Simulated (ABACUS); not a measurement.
# BeTe (F-43m) in ABACUS: further runs

The runs below take BeTe through single point, with WC, TPSS.

Program: ABACUS 3.10.1. These are calculated values, not measurements. Logs are shortened: lines on timing, memory, paths and dates and some standing lists are left out, and cuts for length are marked.

## (1) The structure

The structure is cubic, space group F-43m (No. 216). The conventional cell has a = 5.540 Å, b = 5.540 Å, c = 5.540 Å, α = 90.00°, β = 90.00°, γ = 90.00°. Te (site symmetry -43m) has 4 Be at 2.40 Å as nearest neighbours. Be (site symmetry -43m) is surrounded by 4 Te at 2.40 Å.

## (2) Single point, WC

Contents of run_abacus.py:

```python
"""ABACUS run from a structure file: ASE reads it, the script writes STRU, KPT and INPUT."""
import re
import subprocess
from ase.io import read
from ase.units import Bohr

atoms = read("BeTe.xyz")
atoms = atoms[(-atoms.numbers).argsort(kind="stable")]  # ABACUS lists atoms element by element
pseudo = {'Te': 'Te.upf', 'Be': 'Be.upf'}
orbital = {}
magmoms = None
kmesh = [6, 6, 6]
params = {
    'suffix': 'BeTe',
    'calculation': 'scf',
    'basis_type': 'pw',
    'pseudo_dir': './',
    'symmetry': 1,
    'dft_functional': 'wc',
    'ecutwfc': 106,
    'pseudo_rcut': 10,
    'nspin': 1,
    'nbands': 24,
    'ks_solver': 'dav',
    'smearing_method': 'fd',
    'smearing_sigma': 0.00367493,
    'scf_thr': 1e-08,
    'scf_nmax': 100,
    'mixing_type': 'broyden',
    'mixing_beta': 0.7,
    'cal_force': 1,
    'cal_stress': 1,
    'out_chg': 1,
    'kpar': 4,
}

symbols = atoms.get_chemical_symbols()
elements = list(dict.fromkeys(symbols))
lines = ["ATOMIC_SPECIES"] + [f"{e} {atoms.get_masses()[symbols.index(e)]:.4f} {pseudo[e]}" for e in elements]
if orbital:
    lines += ["", "NUMERICAL_ORBITAL"] + [orbital[e] for e in elements]
lines += ["", "LATTICE_CONSTANT", f"{1 / Bohr:.10f}", "", "LATTICE_VECTORS"]
lines += [" ".join(f"{x:.10f}" for x in v) for v in atoms.cell]
lines += ["", "ATOMIC_POSITIONS", "Direct"]
for e in elements:
    lines += ["", e, "0.0", str(symbols.count(e))]
    for i, p in enumerate(atoms.get_scaled_positions(wrap=False)):
        if symbols[i] == e:
            mag = "" if magmoms is None else " mag " + " ".join(str(x) for x in (magmoms[i] if isinstance(magmoms[i], list) else [magmoms[i]]))
            lines.append(" ".join(f"{x:.10f}" for x in p) + " 1 1 1" + mag)
open("STRU", "w").write("\n".join(lines) + "\n")
open("KPT", "w").write("K_POINTS\n0\nGamma\n%d %d %d 0 0 0\n" % tuple(kmesh))
open("INPUT", "w").write("INPUT_PARAMETERS\n" + "".join(f"{k:<20s}{v}\n" for k, v in params.items()))

done = subprocess.run(['mpirun', '-np', '4', 'abacus'])
if done.returncode:
    raise SystemExit(done.returncode)
log = open("OUT.BeTe/running_scf.log").read()
print("final energy (eV):", re.findall(r"FINAL_ETOT_IS (\S+)", log))
```

Contents of BeTe.xyz:

```xyz
2
Lattice="0.0000000000 2.7700000000 2.7700000000 2.7700000000 0.0000000000 2.7700000000 2.7700000000 2.7700000000 0.0000000000" Properties=species:S:1:pos:R:3 pbc="T T T"
Te     4.1550000000      4.1550000000      4.1550000000
Be     0.0000000000      0.0000000000      0.0000000000
```

Potentials or basis: PseudoDojo NC SR 0.4 PBEsol stringent, plane waves.

Launch:

```console
OMP_NUM_THREADS=1 python run_abacus.py > log
```

running log:

```text
ABACUS v3.10.1

               Atomic-orbital Based Ab-initio Computation at UStc

 ------------------------------------------------------------------------------------

 READING GENERAL INFORMATION
                           global_out_dir = OUT.BeTe/
                           global_in_card = INPUT
                               pseudo_dir = ./
                              orbital_dir =
                                    DSIZE = 4
                                    GSIZE = 1

 READING UNITCELL INFORMATION
                                    ntype = 2
                  lattice constant (Bohr) = 1.88973
              lattice constant (Angstrom) = 1

 READING ATOM TYPE 1
                               atom label = Te
                      L=0, number of zeta = 1
                      L=1, number of zeta = 1
                      L=2, number of zeta = 1
             number of atom for this type = 1

 READING ATOM TYPE 2
                               atom label = Be
                      L=0, number of zeta = 1
                      L=1, number of zeta = 1
                      L=2, number of zeta = 1
             number of atom for this type = 1

                        TOTAL ATOM NUMBER = 2
DIRECT COORDINATES
    atom                   x                   y                   z     mag                  vx                  vy                  vz
taud_Te1            0.7500000000        0.7500000000        0.7500000000  0.0000        0.0000000000        0.0000000000        0.0000000000
taud_Be1            0.0000000000        0.0000000000        0.0000000000  0.0000        0.0000000000        0.0000000000        0.0000000000

                          Volume (Bohr^3) = 286.857
                             Volume (A^3) = 42.5078

 Lattice vectors: (Cartesian coordinate: in unit of a_0)
                   +0               +2.77               +2.77
                +2.77                  +0               +2.77
                +2.77               +2.77                  +0
 Reciprocal vectors: (Cartesian coordinate: in unit of 2 pi/a_0)
            -0.180505           +0.180505           +0.180505
            +0.180505           -0.180505           +0.180505
            +0.180505           +0.180505           -0.180505
 The esolver type has been set to : ksdft_pw

                PAO radial cut off (Bohr) = 10

 Read in pseudopotential file is Te.upf
                     pseudopotential type = NC
          exchange-correlation functional = PBESOL
                 nonlocal core correction = 1
                        valence electrons = 24
                                     lmax = 2
                           number of zeta = 5
                     number of projectors = 6
                           L of projector = 0
                           L of projector = 0
                           L of projector = 1
                           L of projector = 1
                           L of projector = 2
                           L of projector = 2
 XC functional updated to : wc
          exchange-correlation functional = WC
                PAO radial cut off (Bohr) = 10

[... 175 lines left out ...]
 projector 2 L=0
 projector 3 L=1
 projector 4 L=1
      TOTAL NUMBER OF NONLOCAL PROJECTORS = 26

 Init Non-Local PseudoPotential table :
 Init Non-Local-Pseudopotential done.

                                     npwx = 5303

 Make real space PAO into reciprocal space.
       max mesh points in Pseudopotential = 1001
     dq(describe PAO in reciprocal space) = 0.01
                                    max q = 1240

 number of pseudo atomic orbitals for Te is 5
WARNING: norm of atomic wavefunction # 5 of atomic type Te is 0.999976, renormalized

 number of pseudo atomic orbitals for Be is 2
WARNING: norm of atomic wavefunction # 2 of atomic type Be is 0.999954, renormalized

 -------------------------------------------
 SELF-CONSISTENT
 -------------------------------------------
                                 init_chg = atomic

 PW ALGORITHM --------------- ION=   1  ELEC=   1--------------------------------

 Notice: Threshold on eigenvalues was too large.
 hsover_error=0.28 > DRHO=0.0389625
 Origin diag ethr = 0.01
 New diag ethr = 0.000139152

 Density error is 0.039170847764
                          Error Threshold = 0.000139151734554
----------------------------------------------------------
     Energy           Rydberg                 eV
----------------------------------------------------------
 E_KohnSham     -590.4455289641      -8033.4235525360
 E_Harris       -590.3053392411      -8031.5161735013
 E_Fermi        0.7308050092         9.9431122518
----------------------------------------------------------
[... 63 lines left out ...]
 Density error is 1.35534603941e-09
                          Error Threshold = 5.34029195256e-11
----------------------------------------------------------
     Energy           Rydberg                 eV
----------------------------------------------------------
 E_KohnSham     -590.4491829865      -8033.4732680611
 E_KS(sigma->0) -590.4491829865      -8033.4732680605
 E_Harris       -590.4494190324      -8033.4764796297
 E_band         -96.5310543668       -1313.3723733366
 E_one_elec     -444.1624251976      -6043.1398201868
 E_Hartree      206.3422200711       2807.4299309374
 E_xc           -78.6594118344       -1070.2162022769
 E_Ewald        -273.9695660255      -3727.5471765335
 E_entropy(-TS) -0.0000000001        -0.0000000013
 E_descf        0.0000000000         0.0000000000
 E_exx          0.0000000000         0.0000000000
 E_Fermi        0.7477969271         10.1742991558
----------------------------------------------------------

 charge density convergence is achieved
 final etot is -8033.4732681 eV
 EFERMI = 10.174299156 eV

 STATE ENERGY(eV) AND OCCUPATIONS    NSPIN == 1
 1/4 kpoint (Cartesian) = 0.0000 0.0000 0.0000 (5209 pws)
       1       -149.510     0.00925926
       2       -99.5858     0.00925926
       3       -99.5858     0.00925926
       4       -99.5858     0.00925926
       5       -90.4385     0.00925926
       6       -26.9699     0.00925926
[... 94 lines left out ...]
      23        22.9797        0.00000
      24        22.9797        0.00000

------------------------------------------------------------------------------------------
 TOTAL-FORCE (eV/Angstrom)
------------------------------------------------------------------------------------------
                       Te1         0.0000000000         0.0000000000         0.0000000000
                       Be1         0.0000000000         0.0000000000         0.0000000000
------------------------------------------------------------------------------------------

----------------------------------------------------------------
 TOTAL-STRESS (KBAR)
----------------------------------------------------------------
        26.5080188957        -0.0000000000        -0.0000000000
        -0.0000000000        26.5080188957         0.0000000000
        -0.0000000000         0.0000000000        26.5080188957
----------------------------------------------------------------
 TOTAL-PRESSURE: 26.508019 KBAR

 --------------------------------------------
 !FINAL_ETOT_IS -8033.4732680611323303 eV
 --------------------------------------------
```

INPUT:

```text
INPUT_PARAMETERS
suffix              BeTe
calculation         scf
basis_type          pw
pseudo_dir          ./
symmetry            1
dft_functional      wc
ecutwfc             106
pseudo_rcut         10
nspin               1
nbands              24
ks_solver           dav
smearing_method     fd
smearing_sigma      0.00367493
scf_thr             1e-08
scf_nmax            100
mixing_type         broyden
mixing_beta         0.7
cal_force           1
cal_stress          1
out_chg             1
kpar                4
```

It took 9.1 s on 4 MPI ranks of Intel Xeon Platinum 8488C (Sapphire Rapids), shared host; peak memory 0.48 GiB.

Results:

```yaml
Free_energy: -8033.4733 eV
Pressure: 2.7 GPa
Band_gap_on_the_k_mesh: 1.75 eV, indirect (least direct gap 3.61 eV)
```

Levels at points of the mesh, in eV from the valence-band top:
```
           k point  band 12  band 13  band 14  band 15  band 16  band 17
(0.00, 0.00, 0.00)     0.00     0.00     0.00     3.61     3.61     3.61
(0.50, 0.50, 0.50)    -5.88    -1.21    -1.21     3.19     4.58     4.58
(0.50, 0.50, 0.00)    -5.38    -2.83    -2.83     1.75     2.57    10.12
```

Caveat: the potentials were made for another functional, which shifts forces and pressure; spin-orbit coupling is left out, which moves the levels of the heavy elements.

## (3) Single point, TPSS

run_abacus.py: that of step 2 with these lines changed.

```diff
@@ -3,2 +3,4 @@
 import subprocess
+import spglib
+from ase import Atoms
 from ase.io import read
@@ -6,8 +8,10 @@
 
-atoms = read("BeTe.xyz")
+atoms = read("BeTe.cif")
+cell, frac, numbers = spglib.standardize_cell((atoms.cell[:], atoms.get_scaled_positions(), atoms.numbers), to_primitive=True, symprec=1e-4)
+atoms = Atoms(numbers=numbers, cell=cell, scaled_positions=frac, pbc=True)  # the primitive cell
 atoms = atoms[(-atoms.numbers).argsort(kind="stable")]  # ABACUS lists atoms element by element
-pseudo = {'Te': 'Te.upf', 'Be': 'Be.upf'}
+pseudo = {'Te': 'Te_ONCV_PBE-1.2.upf', 'Be': 'Be_ONCV_PBE-1.2.upf'}
 orbital = {}
 magmoms = None
-kmesh = [6, 6, 6]
+kmesh = [5, 5, 5]
 params = {
@@ -18,7 +22,7 @@
     'symmetry': 1,
-    'dft_functional': 'wc',
-    'ecutwfc': 106,
+    'dft_functional': 'MGGA_X_TPSS+MGGA_C_TPSS',
+    'ecutwfc': 103,
     'pseudo_rcut': 10,
     'nspin': 1,
-    'nbands': 24,
+    'nbands': 20,
     'ks_solver': 'dav',
@@ -32,4 +36,6 @@
     'cal_stress': 1,
+    'mixing_tau': 1,
     'out_chg': 1,
-    'kpar': 4,
+    'out_pot': 2,
+    'out_elf': 1,
 }
```

Contents of BeTe.cif:

```cif
data_BeTe
_cell_length_a 5.54000000
_cell_length_b 5.54000000
_cell_length_c 5.54000000
_cell_angle_alpha 90.00000000
_cell_angle_beta 90.00000000
_cell_angle_gamma 90.00000000
_space_group_name_H-M_alt 'F-43m'
_space_group_name_Hall 'F -4 2 3'
_space_group_IT_number 216
loop_
_space_group_symop_operation_xyz
'x,y,z'
'y,-x,-z'
'-x,-y,z'
'-y,x,-z'
'x,-y,-z'
'y,x,z'
'-x,y,-z'
'-y,-x,z'
'z,x,y'
'-z,y,-x'
'z,-x,-y'
'-z,-y,x'
'-z,x,-y'
'z,y,x'
'-z,-x,y'
'z,-y,-x'
'y,z,x'
'-x,-z,y'
'-y,z,-x'
'x,-z,-y'
'-y,-z,x'
'x,z,y'
'y,-z,-x'
'-x,z,-y'
'x,y+1/2,z+1/2'
'y,-x+1/2,-z+1/2'
'-x,-y+1/2,z+1/2'
'-y,x+1/2,-z+1/2'
'x,-y+1/2,-z+1/2'
'y,x+1/2,z+1/2'
'-x,y+1/2,-z+1/2'
'-y,-x+1/2,z+1/2'
'z,x+1/2,y+1/2'
'-z,y+1/2,-x+1/2'
'z,-x+1/2,-y+1/2'
'-z,-y+1/2,x+1/2'
'-z,x+1/2,-y+1/2'
'z,y+1/2,x+1/2'
'-z,-x+1/2,y+1/2'
'z,-y+1/2,-x+1/2'
'y,z+1/2,x+1/2'
'-x,-z+1/2,y+1/2'
'-y,z+1/2,-x+1/2'
'x,-z+1/2,-y+1/2'
'-y,-z+1/2,x+1/2'
'x,z+1/2,y+1/2'
'y,-z+1/2,-x+1/2'
'-x,z+1/2,-y+1/2'
'x+1/2,y,z+1/2'
'y+1/2,-x,-z+1/2'
'-x+1/2,-y,z+1/2'
'-y+1/2,x,-z+1/2'
'x+1/2,-y,-z+1/2'
'y+1/2,x,z+1/2'
'-x+1/2,y,-z+1/2'
'-y+1/2,-x,z+1/2'
'z+1/2,x,y+1/2'
'-z+1/2,y,-x+1/2'
'z+1/2,-x,-y+1/2'
'-z+1/2,-y,x+1/2'
'-z+1/2,x,-y+1/2'
'z+1/2,y,x+1/2'
'-z+1/2,-x,y+1/2'
'z+1/2,-y,-x+1/2'
'y+1/2,z,x+1/2'
'-x+1/2,-z,y+1/2'
'-y+1/2,z,-x+1/2'
'x+1/2,-z,-y+1/2'
'-y+1/2,-z,x+1/2'
'x+1/2,z,y+1/2'
'y+1/2,-z,-x+1/2'
'-x+1/2,z,-y+1/2'
'x+1/2,y+1/2,z'
'y+1/2,-x+1/2,-z'
'-x+1/2,-y+1/2,z'
'-y+1/2,x+1/2,-z'
'x+1/2,-y+1/2,-z'
'y+1/2,x+1/2,z'
'-x+1/2,y+1/2,-z'
'-y+1/2,-x+1/2,z'
'z+1/2,x+1/2,y'
'-z+1/2,y+1/2,-x'
'z+1/2,-x+1/2,-y'
'-z+1/2,-y+1/2,x'
'-z+1/2,x+1/2,-y'
'z+1/2,y+1/2,x'
'-z+1/2,-x+1/2,y'
'z+1/2,-y+1/2,-x'
'y+1/2,z+1/2,x'
'-x+1/2,-z+1/2,y'
'-y+1/2,z+1/2,-x'
'x+1/2,-z+1/2,-y'
'-y+1/2,-z+1/2,x'
'x+1/2,z+1/2,y'
'y+1/2,-z+1/2,-x'
'-x+1/2,z+1/2,-y'
loop_
_atom_site_label
_atom_site_type_symbol
_atom_site_symmetry_multiplicity
_atom_site_Wyckoff_symbol
_atom_site_fract_x
_atom_site_fract_y
_atom_site_fract_z
_atom_site_occupancy
Te1 Te 4 c 0.2500000000 0.2500000000 0.2500000000 1
Be1 Be 4 a 0.0000000000 0.0000000000 0.0000000000 1
```

Potentials or basis: SG15 ONCV 1.2 PBE, plane waves.

Launch:

```console
OMP_NUM_THREADS=1 python run_abacus.py > log
```

Run time: 26 s. Hardware: 4 MPI ranks of AMD EPYC 7R43 (Zen 3), shared host; peak memory 0.32 GiB.

Results (log left out):

* Free energy: -2738.4352 eV
* Pressure: 4.5 GPa
* Band gap on the k mesh: 2.14 eV, indirect (least direct gap 3.95 eV)

Levels at points of the mesh, in eV from the valence-band top:
```
           k point  band 8  band 9  band 10  band 11  band 12  band 13
(0.00, 0.00, 0.00)    0.00    0.00     0.00     3.95     3.95     3.95
```

Caveat: the potentials were made for another functional, which shifts forces and pressure; spin-orbit coupling is left out, which moves the levels of the heavy elements; an odd mesh through Γ misses points on the zone boundary, where band edges often lie.
